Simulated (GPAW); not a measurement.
# HfC (Fm-3m) in GPAW: settings compared, part 2 of 2

GPAW 26.7.0. The steps go on from the part before.

### Step 3. Single point, PBEsol+U

File run.py:

```python
from ase.dft.bandgap import bandgap
from ase.io import read, write
from ase.units import GPa
from gpaw import GPAW, PW, setup_paths

setup_paths.insert(0, '.')

atoms = read('HfC.cif')

calc = GPAW(mode=PW(600),
            xc='PBEsol',
            kpts={'size': (8, 8, 8), 'gamma': True},
            occupations={'name': 'fermi-dirac', 'width': 0.05},
            setups={'Hf': ':d,3.5'},
            nbands=18,
            maxiter=120,
            txt='gpaw.txt')
atoms.calc = calc
energy = atoms.get_potential_energy()
forces = atoms.get_forces()
stress = atoms.get_stress()
calc.write('gs.gpw')
write('result.traj', atoms)
print(f'Energy: {energy:.6f} eV')
print('Forces (eV/A):')
print(forces.round(4))
print('Stress (GPa):', (stress / GPa).round(3))
print('Fermi level:', round(calc.get_fermi_level(), 4), 'eV')
print(f'Gap: {bandgap(calc)[0]:.4f} eV, direct: {bandgap(calc, direct=True)[0]:.4f} eV')
```

File HfC.cif:

```cif
data_HfC
_cell_length_a 3.28804653
_cell_length_b 3.28804653
_cell_length_c 3.28804653
_cell_angle_alpha 60.00000000
_cell_angle_beta 60.00000000
_cell_angle_gamma 60.00000000
_space_group_name_H-M_alt 'P1'
_space_group_name_Hall 'P 1'
_space_group_IT_number 1
loop_
_space_group_symop_operation_xyz
'x,y,z'
loop_
_atom_site_label
_atom_site_type_symbol
_atom_site_symmetry_multiplicity
_atom_site_Wyckoff_symbol
_atom_site_fract_x
_atom_site_fract_y
_atom_site_fract_z
_atom_site_occupancy
Hf1 Hf 1 a 0.5000000000 0.5000000000 0.5000000000 1
C1 C 1 a 0.0000000000 0.0000000000 0.0000000000 1
```

Potentials or basis: PAW data sets generated in the run's folder for this functional, pw.

The run is started by

```bash
> gpaw-setup -f PBEsol C Hf
> OMP_NUM_THREADS=1 python run.py
```

Wall time 8.7 s (1 thread of Intel Xeon 6975P-C (Granite Rapids), shared host); peak memory 0.15 GiB.

The run converged. Its results:

```yaml
Free_energy: -16.7823 eV
Pressure: 7.8 GPa
Band_gap_on_the_k_mesh: none (metal or under the smearing width)
```

Levels at points of the mesh, in eV from the Fermi level:
```csv
k point,band 4,band 5,band 6,band 7,band 8,band 9,band 10,band 11,band 12,band 13
"(0.00, 0.00, 0.00)",-30.45,-12.55,0.93,0.93,0.93,2.06,2.06,2.06,3.52,3.52
"(0.50, 0.50, 0.00)",-30.67,-10.42,-2.94,-1.37,-0.27,-0.27,5.50,7.85,7.85,7.91
"(0.50, 0.50, 0.50)",-30.52,-8.68,-6.29,-2.92,-2.92,6.10,6.23,6.23,6.38,11.54
```

Caveat: the cutoff is short for stress and forces, so pressures can be off by a GPa or more; U without spin polarisation on a metal has little footing; the U is typed as a test and isn't derived for this compound. The run has no spin-orbit coupling, so splittings on Hf are missing.

### Step 4. Single point, r2SCAN

Changes to run.py since step 3:

```diff
@@ -3,13 +3,10 @@
 from ase.units import GPa
-from gpaw import GPAW, PW, setup_paths
+from gpaw import GPAW, PW
 
-setup_paths.insert(0, '.')
+atoms = read('POSCAR')
 
-atoms = read('HfC.cif')
-
-calc = GPAW(mode=PW(600),
-            xc='PBEsol',
+calc = GPAW(mode=PW(550),
+            xc='MGGA_X_R2SCAN+MGGA_C_R2SCAN',
             kpts={'size': (8, 8, 8), 'gamma': True},
             occupations={'name': 'fermi-dirac', 'width': 0.05},
-            setups={'Hf': ':d,3.5'},
             nbands=18,
```

File POSCAR:

```
HfC
1.0
    0.0000000000      2.3250000000      2.3250000000
    2.3250000000      0.0000000000      2.3250000000
    2.3250000000      2.3250000000      0.0000000000
Hf C
1 1
Direct
    0.5000000000      0.5000000000      0.5000000000
    0.0000000000      0.0000000000      0.0000000000
```

Potentials or basis: GPAW PAW data sets (gpaw-data 1.2.1), pw.

The run is started by

```bash
> OMP_NUM_THREADS=1 python run.py
```

gpaw.txt:

```text
__  _  _
 | _ |_)|_||  |
 |__||  | ||/\| - 26.7.0

Input parameters:
  mode=PW(ecut=550.0),
  kpts=MonkhorstPack(size=(8, 8, 8), gamma=True),
  maxiter=120,
  nbands=18,
  occupations=Occupations(name='fermi-dirac', width=0.05),
  xc=XC(name='MGGA_X_R2SCAN+MGGA_C_R2SCAN')

Diagonalizing LCAO Hamiltonian
Converting LCAO to pw mode

               Hf

       C

Atoms  # Å, Bohr magnetons
|   | symbol |        x |        y |        z |    initial magnetic moments |
|---|--------|----------|----------|----------|-----------------------------|
| 0 |     Hf | 2.325000 | 2.325000 | 2.325000 | ( 0.0000,  0.0000,  0.0000) |
| 1 |      C | 0.000000 | 0.000000 | 0.000000 | ( 0.0000,  0.0000,  0.0000) |

Unit cell  # Å
| periodic |        x |        y |        z |  lengths |    angles |
|----------|----------|----------|----------|----------|-----------|
|      yes | 0.000000 | 2.325000 | 2.325000 | 3.288047 | 60.000000 |
[... 202 lines left out ...]

Energy contributions:
  Kinetic:          28.488117
  Coulomb:         -28.420829
  Zero:             -0.461168
  External:          0.000000
  Xc:              -32.083874
  Entropy:          -0.001792
  Spinorbit:         0.000000
  ----------------------------
  Free energy:     -32.479546
  Extrapolated:    -32.478650

dipole moment: (-9.244523, -9.244523, -9.244523)  # |e|*Ang

Fermi level: 10.838
Eigenvalues  # (at kpt = [0.000, 0.000, 0.000])
| band index |      eig [eV] | occ [0-2] |
|------------|---------------|-----------|
|          0 |       -51.929 |     2.000 |
|          1 |       -19.877 |     2.000 |
|          2 |       -19.877 |     2.000 |
|          3 |       -19.877 |     2.000 |
|          4 |        -2.068 |     2.000 |
|          5 |        11.960 |     0.000 |
|          6 |        11.960 |     0.000 |
|          7 |        11.960 |     0.000 |
|          8 |        12.556 |     0.000 |
|          9 |        12.556 |     0.000 |
|         10 |        12.556 |     0.000 |
|         11 |        14.433 |     0.000 |
|         12 |        14.433 |     0.000 |
|        ... |               |           |
|         17 |        35.827 |     0.000 |

No gap
No difference between direct/indirect transitions

Forces  # eV/Ang
|        x |        y |       z |
|----------|----------|---------|
|  0.00000 |  0.00000 | 0.00000 |  # Hf   0
| -0.00000 | -0.00000 | 0.00000 |  # C    1

Stress tensor  # eV/Ang^3
|        x |        y |        z |
|----------|----------|----------|
| 0.000998 | 0.000000 | 0.000000 |
| 0.000000 | 0.000998 | 0.000000 |
| 0.000000 | 0.000000 | 0.000998 |

# Writing to gs.gpw (mode='')
```

It took 40 s on 1 thread of Intel Xeon Platinum 8375C at 2.90GHz (Ice Lake), shared host; peak memory 0.26 GiB.

These settings aren't checked as converged: the numbers below hold their error.

Results:

| Item | Value |
| --- | --- |
| Free energy | -32.4795 eV |
| Pressure | -0.2 GPa |
| Band gap on the k mesh | none (metal or under the smearing width) |

Caveat: the cutoff is short for stress and forces, so pressures can be off by a GPa or more; the PAW data sets were made with another functional, which shifts forces and pressure a little.

### Step 5. Single point, PBE

Changes to run.py since step 4:

```diff
@@ -1 +1,3 @@
+import spglib
+from ase import Atoms
 from ase.dft.bandgap import bandgap
@@ -5,6 +7,9 @@
 
-atoms = read('POSCAR')
+atoms = read('HfC.cif')
+cell, positions, numbers = spglib.find_primitive(
+    (atoms.cell[:], atoms.get_scaled_positions(), atoms.numbers), symprec=1e-4)
+atoms = Atoms(numbers, cell=cell, scaled_positions=positions, pbc=True)
 
 calc = GPAW(mode=PW(550),
-            xc='MGGA_X_R2SCAN+MGGA_C_R2SCAN',
+            xc='PBE',
             kpts={'size': (8, 8, 8), 'gamma': True},
```

File HfC.cif:

```cif
data_HfC
_cell_length_a 4.65000000
_cell_length_b 4.65000000
_cell_length_c 4.65000000
_cell_angle_alpha 90.00000000
_cell_angle_beta 90.00000000
_cell_angle_gamma 90.00000000
_space_group_name_H-M_alt 'Fm-3m'
_space_group_name_Hall '-F 4 2 3'
_space_group_IT_number 225
loop_
_space_group_symop_operation_xyz
'x,y,z'
'-x,-y,-z'
'-y,x,z'
'y,-x,-z'
'-x,-y,z'
'x,y,-z'
'y,-x,z'
'-y,x,-z'
'x,-y,-z'
'-x,y,z'
'-y,-x,-z'
'y,x,z'
'-x,y,-z'
'x,-y,z'
'y,x,-z'
'-y,-x,z'
'z,x,y'
'-z,-x,-y'
'z,-y,x'
'-z,y,-x'
'z,-x,-y'
'-z,x,y'
'z,y,-x'
'-z,-y,x'
'-z,x,-y'
'z,-x,y'
'-z,-y,-x'
'z,y,x'
'-z,-x,y'
'z,x,-y'
'-z,y,x'
'z,-y,-x'
'y,z,x'
'-y,-z,-x'
'x,z,-y'
'-x,-z,y'
'-y,z,-x'
'y,-z,x'
'-x,z,y'
'x,-z,-y'
'-y,-z,x'
'y,z,-x'
'-x,-z,-y'
'x,z,y'
'y,-z,-x'
'-y,z,x'
'x,-z,y'
'-x,z,-y'
'x,y+1/2,z+1/2'
'-x,-y+1/2,-z+1/2'
'-y,x+1/2,z+1/2'
'y,-x+1/2,-z+1/2'
[... 63 lines left out ...]
'-z+1/2,y,-x+1/2'
'z+1/2,-x,-y+1/2'
'-z+1/2,x,y+1/2'
'z+1/2,y,-x+1/2'
'-z+1/2,-y,x+1/2'
'-z+1/2,x,-y+1/2'
'z+1/2,-x,y+1/2'
'-z+1/2,-y,-x+1/2'
'z+1/2,y,x+1/2'
'-z+1/2,-x,y+1/2'
'z+1/2,x,-y+1/2'
'-z+1/2,y,x+1/2'
'z+1/2,-y,-x+1/2'
'y+1/2,z,x+1/2'
'-y+1/2,-z,-x+1/2'
'x+1/2,z,-y+1/2'
'-x+1/2,-z,y+1/2'
'-y+1/2,z,-x+1/2'
'y+1/2,-z,x+1/2'
'-x+1/2,z,y+1/2'
'x+1/2,-z,-y+1/2'
'-y+1/2,-z,x+1/2'
'y+1/2,z,-x+1/2'
'-x+1/2,-z,-y+1/2'
'x+1/2,z,y+1/2'
'y+1/2,-z,-x+1/2'
'-y+1/2,z,x+1/2'
'x+1/2,-z,y+1/2'
'-x+1/2,z,-y+1/2'
'x+1/2,y+1/2,z'
'-x+1/2,-y+1/2,-z'
'-y+1/2,x+1/2,z'
'y+1/2,-x+1/2,-z'
'-x+1/2,-y+1/2,z'
'x+1/2,y+1/2,-z'
'y+1/2,-x+1/2,z'
'-y+1/2,x+1/2,-z'
'x+1/2,-y+1/2,-z'
'-x+1/2,y+1/2,z'
'-y+1/2,-x+1/2,-z'
'y+1/2,x+1/2,z'
'-x+1/2,y+1/2,-z'
'x+1/2,-y+1/2,z'
'y+1/2,x+1/2,-z'
'-y+1/2,-x+1/2,z'
'z+1/2,x+1/2,y'
'-z+1/2,-x+1/2,-y'
'z+1/2,-y+1/2,x'
'-z+1/2,y+1/2,-x'
'z+1/2,-x+1/2,-y'
'-z+1/2,x+1/2,y'
'z+1/2,y+1/2,-x'
'-z+1/2,-y+1/2,x'
'-z+1/2,x+1/2,-y'
'z+1/2,-x+1/2,y'
'-z+1/2,-y+1/2,-x'
'z+1/2,y+1/2,x'
'-z+1/2,-x+1/2,y'
'z+1/2,x+1/2,-y'
'-z+1/2,y+1/2,x'
'z+1/2,-y+1/2,-x'
'y+1/2,z+1/2,x'
'-y+1/2,-z+1/2,-x'
'x+1/2,z+1/2,-y'
'-x+1/2,-z+1/2,y'
'-y+1/2,z+1/2,-x'
'y+1/2,-z+1/2,x'
'-x+1/2,z+1/2,y'
'x+1/2,-z+1/2,-y'
'-y+1/2,-z+1/2,x'
'y+1/2,z+1/2,-x'
'-x+1/2,-z+1/2,-y'
'x+1/2,z+1/2,y'
'y+1/2,-z+1/2,-x'
'-y+1/2,z+1/2,x'
'x+1/2,-z+1/2,y'
'-x+1/2,z+1/2,-y'
loop_
_atom_site_label
_atom_site_type_symbol
_atom_site_symmetry_multiplicity
_atom_site_Wyckoff_symbol
_atom_site_fract_x
_atom_site_fract_y
_atom_site_fract_z
_atom_site_occupancy
Hf1 Hf 4 b 0.5000000000 0.0000000000 0.0000000000 1
C1 C 4 a 0.0000000000 0.0000000000 0.0000000000 1
```

The run is started by

```bash
> OMP_NUM_THREADS=1 python run.py
```

Run time: 5.4 s. Hardware: 1 thread of Intel Xeon 6975P-C (Granite Rapids), shared host; peak memory 0.14 GiB.

The run converged, but some of its settings lie outside the range that counts as converged, so its numbers aren't taken as properties of the crystal.

What came out:

| Property | Result |
| --- | --- |
| Free energy | -18.5737 eV |
| Pressure | 1.4 GPa |
| Band gap on the k mesh | none (metal or under the smearing width) |

Caveat: the cutoff is short for stress and forces, so pressures can be off by a GPa or more.
